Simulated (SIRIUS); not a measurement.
Runs of SIRIUS 7.10.0 on PtSe. It takes space group F-43m (No. 216, cubic). Conventional cell: a = 6.075 Å, b = 6.075 Å, c = 6.075 Å, α = 90.00°, β = 90.00°, γ = 90.00°. Pt (site symmetry -43m) is surrounded by 4 Se at 2.63 Å. Se (site symmetry -43m) has 4 Pt at 2.63 Å as nearest neighbours. The cell comes from a database or a generator and needn't be the stable form of this composition.

```tsv
level	U	form of the Hubbard term	hubbard projectors	start of the occupations	gap on the mesh (eV)	pressure (GPa)
PBEsol+U	Pt d U = 8 eV	simplified (Dudarev)	orthogonalised atomic orbitals	the program's own	none	(a)
PBEsol+U	Pt d U = 4 eV	simplified (Dudarev)	orthogonalised atomic orbitals	the program's own	none	-14.1
PBEsol+U	Pt d U = 2 eV	simplified (Dudarev)	orthogonalised atomic orbitals	the program's own	none	(b)
PBEsol	-	-	-	-	none	-14.4
PBEsol+U	Pt d U = 6 eV	simplified (Dudarev)	orthogonalised atomic orbitals	the program's own	none	-13.7
```

Alike in all rows: task single point; potentials or basis PseudoDojo 0.4.1 PBE standard (scalar relativistic); no spin polarisation; cell as given; k mesh 8 × 8 × 8; cutoff (eV) 1177; smearing fermi-dirac 0.05 eV.

Question: Fill in the values left out.

Answer: (a) -13.2; (b) -14.3.

Caveats: the potentials were made for another functional, which shifts forces and pressure; U without spin polarisation on a metal has little footing (some runs).

A k mesh can miss the band edges, and the runs leave out spin-orbit coupling on Pt, Se.

A gap of «none» marks a metal or a gap under the smearing width.
